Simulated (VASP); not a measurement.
**BN in VASP: one cell, several levels of theory**

What does VASP give for BN in the rocksalt structure, under -2.5 % shear in the xy plane, the cell held fixed? Runs: PBE, r2SCAN. The results are then set beside those of Ansatz 0.2.0 for the same cell. This is a trial cell built on a prototype, not taken from a measured structure, and it needn't be the compound's ground state.

The runs shown are made with VASP 6.6.1. PAW datasets, plane waves. These are computed values for a spin-unpolarised cell that may be hypothetical; none is a measurement.

## 1. Starting point

The cell comes from an earlier relaxation with r2SCAN in another program, then strained, with the atoms relaxed again.

Space group Immm (No. 71), orthorhombic; conventional cell a = 2.438 Å, b = 2.500 Å, c = 3.492 Å, 5.32 Å³ an atom. Near B stand 6 N at 1.75 Å; near N stand 6 B at 1.75 Å.

As a file:

```cif
data_structure
_symmetry_space_group_name_H-M 'P 1'
_symmetry_Int_Tables_number 1
_cell_length_a 2.4691
_cell_length_b 2.4691
_cell_length_c 2.4381
_cell_angle_alpha 60.414
_cell_angle_beta 60.414
_cell_angle_gamma 60.826
_cell_volume 10.64
loop_
_atom_site_label
_atom_site_type_symbol
_atom_site_fract_x
_atom_site_fract_y
_atom_site_fract_z
_atom_site_occupancy
B1 B 0.00000 0.00000 0.00000 1
N1 N 0.50000 0.50000 0.50000 1
```

## 2. PBE

The input, INCAR:

```
ENCUT = 520.000000
SIGMA = 0.020000
EDIFF = 1.00e-07
GGA = PE
PREC = Accurate
IBRION = -1
ISIF = 2
ISMEAR = -1
NBANDS = 11
NELM = 120
NSW = 0
LASPH = .TRUE.
LCHARG = .FALSE.
LWAVE = .FALSE.
LREAL = .FALSE.
```

The input, KPOINTS:

```
KPOINTS created by Atomic Simulation Environment
0
Gamma
12 12 12
0 0 0
```

The input, KPOINTS_OPT:

```
special points
8
Reciprocal
0.0000000000 0.0000000000 0.0000000000 1
0.5000000000 0.0000000000 0.5000000000 1
0.6250000000 0.2500000000 0.6250000000 1
0.3750000000 0.3750000000 0.7500000000 1
0.5000000000 0.5000000000 0.5000000000 1
0.5000000000 0.2500000000 0.7500000000 1
-0.1653650000 0.1640620000 0.0000000000 1
0.5000000000 0.5000000000 0.0000000000 1
```

The input, POSCAR:

```
B  N
 1.0000000000000000
    -0.0218228242000000    1.7458259350000001    1.7458259350000001
     1.7458259350000001   -0.0218228242000000    1.7458259350000001
     1.7240031108000000    1.7240031108000000    0.0000000000000000
 B   N
   1   1
Cartesian
  0.0000000000000000  0.0000000000000000  0.0000000000000000
  1.7240031107999996  1.7240031107999996  1.7458259350000001
```

The run uses the recommended PBE PAW datasets (8 valence electrons a neutral cell).

Started as:

```sh
$ mpirun -np 1 vasp_std
```

Standard output, without the iteration lines:

```text
POSCAR found type information on POSCAR B N
 POSCAR found :  2 types and       2 ions
 LDA part: xc-table for (Slater+PW92), standard interpolation
 POSCAR, INCAR and KPOINTS ok, starting setup
 FFT: planning ... GRIDC
 FFT: planning ... GRID_SOFT
 FFT: planning ... GRID
 WAVECAR not read
 entering main loop
 Start KPOINTS_OPT (optional k-point list driver)
k-point batch [1-8\8]
```

OSZICAR:

```text
N       E                     dE             d eps       ncg     rms          rms(c)
DAV:   1     0.117724288435E+02    0.11772E+02   -0.50796E+03  6371   0.737E+02
DAV:   2    -0.142584192311E+02   -0.26031E+02   -0.24776E+02  7241   0.157E+02
DAV:   3    -0.147564699524E+02   -0.49805E+00   -0.49692E+00  7330   0.181E+01
DAV:   4    -0.147569358114E+02   -0.46586E-03   -0.46585E-03  6817   0.601E-01
DAV:   5    -0.147569360295E+02   -0.21808E-06   -0.21807E-06  7219   0.137E-02    0.631E+00
DAV:   6    -0.139204382095E+02    0.83650E+00   -0.42097E+00  6784   0.106E+01    0.238E+00
DAV:   7    -0.139272042245E+02   -0.67660E-02   -0.78802E-02  6841   0.240E+00    0.158E+00
DAV:   8    -0.139315338699E+02   -0.43296E-02   -0.71850E-03  6532   0.635E-01    0.305E-01
DAV:   9    -0.139312917333E+02    0.24214E-03   -0.10981E-03  6755   0.176E-01    0.832E-02
DAV:  10    -0.139312995724E+02   -0.78392E-05   -0.39343E-05  6907   0.479E-02    0.442E-03
DAV:  11    -0.139313000912E+02   -0.51878E-06   -0.66127E-07  6994   0.615E-03    0.338E-03
DAV:  12    -0.139313001027E+02   -0.11445E-07   -0.33409E-08  4221   0.172E-03
   1 F= -.13931300E+02 E0= -.13931300E+02  d E =-.149920E-12
       N       E                     dE             ncg
DAV:   1     0.309578359546E+04   -0.24792E+04      176
DAV:   2     0.288499124785E+04   -0.21079E+03      191
DAV:   3     0.288094137045E+04   -0.40499E+01      209
DAV:   4     0.288093725028E+04   -0.41202E-02      200
DAV:   5     0.288093724781E+04   -0.24729E-05      206
DAV:   6     0.288093724781E+04   -0.15225E-08      200
```

The lines after F= are the extra pass for the points of KPOINTS_OPT, at fixed density; their E is not a total energy.

From OUTCAR:

```text
k-points           NKPTS =    280   k-points in BZ     NKDIM =    280   number of bands    NBANDS=     11

   NELECT =       8.0000    total number of electrons

   dimension x,y,z NGX =    18 NGY =   18 NGZ =   18
   dimension x,y,z NGXF=    36 NGYF=   36 NGZF=   36

  energy-cutoff  :      520.00
  volume of cell :       10.64
      direct lattice vectors                 reciprocal lattice vectors
    -0.021822824  1.745825935  1.745825935    -0.282861625  0.282861625  0.286397395
     1.745825935 -0.021822824  1.745825935     0.282861625 -0.282861625  0.286397395
     1.724003111  1.724003111  0.000000000     0.290022679  0.290022679 -0.286397395

 k-points in reciprocal lattice and weights: KPOINTS created by Atomic Simulation Env
   0.00000000  0.00000000  0.00000000       0.001
   0.08333333 -0.00000000  0.00000000       0.002
   0.16666667 -0.00000000  0.00000000       0.002
   0.25000000 -0.00000000  0.00000000       0.002
   0.33333333 -0.00000000  0.00000000       0.002
   0.41666667 -0.00000000  0.00000000       0.002
   0.50000000 -0.00000000  0.00000000       0.001
   0.08333333  0.08333333  0.00000000       0.001
[... 272 more k-points ...]

 E-fermi :  11.1674

 k-point     1 :       0.0000    0.0000    0.0000
  band No.  band energies     occupation
      1     -12.1037      2.00000
      2       9.2333      2.00000
      3       9.5203      2.00000
      4       9.8302      2.00000
      5      19.5972      0.00000
      6      22.4196      0.00000
      7      22.4941      0.00000
      8      22.5982      0.00000
      9      28.4613      0.00000
     10      29.0425      0.00000
     11      29.5510      0.00000

 k-point     2 :       0.0833   -0.0000    0.0000
  band No.  band energies     occupation
      1     -11.9118      2.00000
      2       8.4630      2.00000
      3       9.4324      2.00000
      4       9.8121      2.00000
      5      19.8678      0.00000
      6      21.7903      0.00000
      7      21.8633      0.00000
      8      22.4086      0.00000
      9      28.1809      0.00000
     10      29.3441      0.00000
     11      30.0379      0.00000

 k-point     3 :       0.1667   -0.0000    0.0000
  band No.  band energies     occupation
      1     -11.3406      2.00000
      2       6.3791      2.00000
      3       9.4188      2.00000
      4       9.7797      2.00000
      5      19.8841      0.00000
      6      20.3289      0.00000
      7      20.3758      0.00000
      8      22.4928      0.00000
      9      28.0570      0.00000
     10      30.6698      0.00000
     11      31.4231      0.00000

 k-point     4 :       0.2500   -0.0000    0.0000
  band No.  band energies     occupation
      1     -10.4088      2.00000
      2       3.7566      2.00000
      3       9.4630      2.00000
      4       9.7788      2.00000
      5      18.5828      0.00000
      6      18.6784      0.00000
      7      19.3021      0.00000
      8      23.1628      0.00000
      9      28.7917      0.00000
     10      32.7973      0.00000
     11      33.5913      0.00000

 k-point     5 :       0.3333   -0.0000    0.0000
  band No.  band energies     occupation
      1      -9.1683      2.00000
      2       1.0948      2.00000
      3       9.5770      2.00000
      4       9.8384      2.00000
      5      17.0864      0.00000
      6      17.2352      0.00000
      7      18.5800      0.00000
      8      23.7685      0.00000
      9      30.2623      0.00000
     10      35.5921      0.00000
     11      36.4323      0.00000

 k-point     6 :       0.4167   -0.0000    0.0000
  band No.  band energies     occupation
      1      -7.7953      2.00000
      2      -1.2012      2.00000
      3       9.7206      2.00000
      4       9.9325      2.00000
      5      16.0413      0.00000
      6      16.2429      0.00000
      7      18.1067      0.00000
      8      24.1165      0.00000
      9      32.0652      0.00000
     10      38.8623      0.00000
     11      39.7888      0.00000

 k-point     7 :       0.5000   -0.0000    0.0000
  band No.  band energies     occupation
      1      -7.0126      2.00000
      2      -2.3018      2.00000
      3       9.7907      2.00000
      4       9.9811      2.00000
      5      15.6603      0.00000
      6      15.8847      0.00000
      7      17.9445      0.00000
      8      24.2272      0.00000
      9      33.1226      0.00000
     10      38.5171      0.00000
     11      41.7514      0.00000

 k-point     8 :       0.0833    0.0833    0.0000
  band No.  band energies     occupation
      1     -11.8428      2.00000
      2       8.7782      2.00000
      3       9.2204      2.00000
      4       9.3990      2.00000
      5      19.9293      0.00000
      6      20.7820      0.00000
      7      22.4245      0.00000
      8      22.5913      0.00000
      9      27.2141      0.00000
     10      29.7555      0.00000
     11      30.8102      0.00000

 k-point     9 :       0.1667    0.0833    0.0000
  band No.  band energies     occupation
      1     -11.3925      2.00000
      2       7.1906      2.00000
      3       9.0289      2.00000
      4       9.4198      2.00000
      5      18.8772      0.00000
      6      20.5349      0.00000
      7      21.8945      0.00000
      8      22.5502      0.00000
      9      26.4354      0.00000
     10      31.0872      0.00000
     11      32.3804      0.00000

 k-point    10 :       0.2500    0.0833    0.0000
  band No.  band energies     occupation
      1     -10.5736      2.00000
      2       4.7166      2.00000
      3       8.7921      2.00000
      4       9.6069      2.00000
      5      17.2658      0.00000
      6      20.1782      0.00000
      7      20.6153      0.00000
      8      23.0122      0.00000
      9      26.8377      0.00000
     10      32.7909      0.00000
     11      34.6140      0.00000

 k-point    11 :       0.3333    0.0833    0.0000
  band No.  band energies     occupation
      1      -9.4234      2.00000
      2       2.0535      2.00000
      3       8.7542      2.00000
      4       9.5565      2.00000
      5      16.0664      0.00000
      6      19.1362      0.00000
      7      19.4578      0.00000
      8      23.7476      0.00000
      9      28.1581      0.00000
     10      34.9900      0.00000
     11      37.4413      0.00000

 k-point    12 :       0.4167    0.0833    0.0000
  band No.  band energies     occupation
      1      -8.0573      2.00000
      2      -0.3957      2.00000
      3       8.9430      2.00000
      4       9.2343      2.00000
      5      15.5162      0.00000
      6      17.7927      0.00000
      7      18.9111      0.00000
      8      24.2454      0.00000
      9      30.1643      0.00000
     10      37.2992      0.00000
     11      40.7220      0.00000

 k-point    13 :       0.5000    0.0833    0.0000
  band No.  band energies     occupation
      1      -6.9438      2.00000
      2      -2.0200      2.00000
      3       8.7337      2.00000
      4       9.3347      2.00000
      5      15.6382      0.00000
      6      16.7763      0.00000
      7      18.6765      0.00000
      8      24.4585      0.00000
      9      32.2878      0.00000
     10      37.1852      0.00000
     11      41.8907      0.00000

 k-point    14 :      -0.4167    0.0833    0.0000
  band No.  band energies     occupation
      1      -7.2487      2.00000
      2      -1.5996      2.00000
      3       8.2426      2.00000
      4       9.8332      2.00000
      5      16.2409      0.00000
      6      16.2920      0.00000
      7      18.7919      0.00000
      8      24.4145      0.00000
      9      32.4725      0.00000
     10      37.4621      0.00000
     11      39.4772      0.00000

 k-point    15 :      -0.3333    0.0833    0.0000
  band No.  band energies     occupation
      1      -8.5583      2.00000
      2       0.4402      2.00000
      3       7.9105      2.00000
      4      10.2624      2.00000
      5      16.3469      0.00000
      6      17.3007      0.00000
      7      19.2721      0.00000
      8      24.1013      0.00000
      9      30.6830      0.00000
     10      36.1263      0.00000
     11      38.6170      0.00000

 k-point    16 :      -0.2500    0.0833    0.0000
  band No.  band energies     occupation
      1      -9.8706      2.00000
      2       3.0109      2.00000
      3       7.8119      2.00000
      4      10.4624      2.00000
      5      17.1757      0.00000
      6      18.4827      0.00000
      7      20.0982      0.00000
      8      23.4789      0.00000
      9      28.9738      0.00000
     10      33.3583      0.00000
     11      36.0442      0.00000

[... the tables of k-points 17 to 280 left out ...]

  Total        0.2813555      0.2813555      0.2444380      1.0480683      0.0000000      0.0000000
  in kB       42.3643927     42.3643927     36.8056338    157.8102453      0.0000000      0.0000000
  external PRESSURE =      40.5114731 kB  Pullay stress =       0.0000000 kB

 POSITION                                       TOTAL-FORCE (eV/Angst)
 -----------------------------------------------------------------------------------
      0.00000      0.00000      0.00000         0.000000      0.000000      0.000000
      1.72400      1.72400      1.74583        -0.000000      0.000000      0.000000
 -----------------------------------------------------------------------------------
    total drift:                               -0.000000     -0.000000     -0.000000

  FREE ENERGIE OF THE ION-ELECTRON SYSTEM (eV)
  ---------------------------------------------------
  free  energy   TOTEN  =       -13.9313001027 eV

  energy  without entropy=      -13.9313001027  energy(sigma->0) =      -13.93130010
```

Hardware: 1 MPI rank of Intel Xeon Platinum 8488C, shared host.

The levels at the points of KPOINTS_OPT are read from vasprun.xml.

Near the gap, in eV above the top of the last filled band v; c is the band after it:

```
point    v−1      v     c    c+1
    Γ  -1.15  -0.84  8.93  11.75
    X  -5.90  -5.90  0.99   8.57
    U  -9.22  -4.65  3.04  10.98
    K  -9.05  -4.98  2.72  10.95
    L  -1.10  -0.93  4.70   4.85
    W  -9.77  -7.22  6.88   7.53
```

Gap with PBE: 0.94 eV, valence top at (-0.17, 0.16, 0.00), conduction bottom at (0.50, 0.50, 0.00). Least direct gap: 5.63 eV. Pressure: 4.05 GPa; the forces vanish within 0.01 eV/Å.

[end of part 1 of 2]
